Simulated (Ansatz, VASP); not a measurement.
# Two plane-wave programs on Ni

The input INCAR:

```
ALGO = Normal
EDIFF = 1E-6
ENCUT = 520
GGA = PE
ISIF = 2
ISMEAR = -1
ISPIN = 2
LASPH = True
LCHARG = False
LMAXMIX = 4
LORBIT = 11
LREAL = False
LWAVE = False
MAGMOM = 2
NBANDS = 15
NELM = 150
PREC = Accurate
SIGMA = 0.1
```

KPOINTS

```
k-points
0
Gamma
  13 13 13
```

Contents of POSCAR:

```
Ni
1.0
    0.0000000000      1.7758000000      1.7758000000
    1.7758000000      0.0000000000      1.7758000000
    1.7758000000      1.7758000000      0.0000000000
Ni
1
Direct
    0.0000000000      0.0000000000      0.0000000000
```

Input for Ansatz:

```yaml
crystal:
  lattice:
    - [0.0, 1.7758, 1.7758]
    - [1.7758, 0.0, 1.7758]
    - [1.7758, 1.7758, 0.0]
  atoms:
    - { symbol: Ni, position: [0.0, 0.0, 0.0], spin: 2.0 }
magnetization:
  spin_polarized: true
hamiltonian:
  xc: pbe
  pseudopotentials: { kind: paw }
basis:
  ecutwfc: 420
kpoints:
  mp_grid: { grid: [13, 13, 13] }
scf:
  occupations: { method: fermi_dirac, width: 0.1 }
  lower_state_search: "off"
output:
  forces: true
  stress: true
```

Alike in both runs: task single point; functional PBE; k mesh 13 × 13 × 13; occupations fermi-dirac, width 0.1 eV; collinear spin.

```csv
,VASP,Ansatz
version,VASP 6.6.1,Ansatz 0.2.0
potentials or method,"VASP PAW PBE potentials, release 64 (Ni)","PAW, plane waves, scalar-relativistic"
plane-wave cutoff (eV),520,420
valence electrons in the cell,10,18
```

```tsv
	VASP	Ansatz	Ansatz less VASP
pressure (GPa)	-4.9	-5.0	-0.04
net moment per atom (μB)	0.62	0.63	+0.009
size of the moment on the site where the two differ most (μB)	0.64	0.67	+0.033
```

Site moments also hang on the region over which each program counts them. The functional is the same, so the differences come from potentials, cutoffs and numerics. The two sets of potentials don't hold the same shells in valence.
